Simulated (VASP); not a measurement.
The system is Te2Mo.

```
CELL_PARAMETERS angstrom
3.51820 0.00000 0.00000
-1.75910 3.04685 0.00000
0.00000 0.00000 13.97360
ATOMIC_POSITIONS crystal
Te 0.33333 0.66667 0.62100
Te 0.66667 0.33333 0.12100
Te 0.33333 0.66667 0.87900
Te 0.66667 0.33333 0.37900
Mo 0.33333 0.66667 0.25000
Mo 0.66667 0.33333 0.75000
```

* Program: VASP 6.6.1
* Task: relaxation of cell and atoms
* Functional: r2SCAN
* Potentials or basis: VASP PAW PBE potentials, release 64 (Te, Mo_sv)
* Cutoff: 600 eV
* k mesh: 9 × 9 × 2
* Occupations: gaussian, width 0.03 eV
* Spin: no spin polarisation

At the start: pressure 2.3 GPa; volume 24.96 Å³/atom.

Q: How do energy, volume and symmetry change on relaxing?

A: Over 13 steps the energy falls by 13.0 meV/atom and the volume is 27.02 Å³/atom (+8.2 %); space group P6_3/mmc (No. 194, to 0.05 Å).

Step by step:
| step | energy change (eV) | largest force (eV/Å) | pressure (GPa) | volume (Å³) |
| --- | --- | --- | --- | --- |
| 1 | 0.0000 | 0.0531 | 2.34 | 149.79 |
| 2 | 0.0049 | 0.6519 | -2.55 | 157.84 |
| 3 | -0.0273 | 0.3495 | -0.14 | 153.57 |
| 4 | -0.0436 | 0.1673 | 0.00 | 154.90 |
| 5 | -0.0453 | 0.0914 | 0.07 | 155.45 |
| 6 | -0.0542 | 0.0753 | 0.06 | 156.19 |
| 7 | -0.0714 | 0.0288 | 0.12 | 158.37 |
| 8 | -0.0751 | 0.0629 | 0.50 | 162.65 |
| 9 | -0.0773 | 0.0403 | 0.38 | 161.27 |
| 10 | -0.0601 | 0.2910 | -1.71 | 165.69 |
| 11 | -0.0780 | 0.0153 | 0.02 | 161.99 |
| 12 | -0.0781 | 0.0202 | -0.02 | 162.26 |
| 13 | -0.0782 | 0.0042 | 0.01 | 162.14 |

Final structure:
```
Te Mo
1.0
     3.56357    0.00000    0.00000
    -1.78179    3.08615    0.00000
     0.00000    0.00000   14.74266
Te Mo
4 2
Direct
  0.33333 0.66667 0.62851
  0.66667 0.33333 0.12851
  0.33333 0.66667 0.87149
  0.66667 0.33333 0.37149
  0.33333 0.66667 0.25000
  0.66667 0.33333 0.75000
```

Caveat: the PAW data sets were made with another functional, which shifts forces and pressure a little.
